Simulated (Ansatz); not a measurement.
Crystal: ZrS2.

```
Zr S
1.0
     3.69138    0.00000    0.00000
    -1.84569    3.19683    0.00000
     0.00000    0.00000    6.04108
Zr S
1 2
Direct
  0.00000 0.00000 0.00000
  0.33333 0.66667 0.23791
  0.66667 0.33333 0.76209
```

The cell is a database's computed one.

Base run:

| Item | Value |
| --- | --- |
| Program | Ansatz 0.2.0 |
| Functional | PBE |
| Potentials or basis | Ansatz PAW |
| Cutoff | 420 eV (not typed: the program's choice for these potentials) |
| k mesh | 5 × 5 × 3 |
| Occupations | fermi-dirac, width 0.05 eV |
| Spin | no spin polarisation |

Its results: band gap on the k mesh 1.15 eV, indirect (least direct gap 1.62 eV); pressure 0.6 GPa; largest force 0.030 eV/Å.

Q: The run is repeated on the same cell with these changes: functional from PBE to RPBE. What comes out?

A: Band gap on the k mesh 1.21 eV, indirect (least direct gap 1.67 eV); pressure 2.7 GPa; largest force 0.112 eV/Å.

RPBE binds less tightly than PBE, so the same cell stands under more pressure.

Caveats: odd divisions of the mesh miss points on the zone boundary, where band edges often lie, so the gap on the mesh can be too wide; this functional lacks dispersion, which binds the layers, so the pressure and a relaxed spacing across them are unreliable; the density of states is complete only up to the lowest level of the last band computed; the PAW data sets come from PBE, with cores solved anew for the run's functional, which leaves a small shift of forces and pressure (some runs).

A k mesh can miss the band edges.
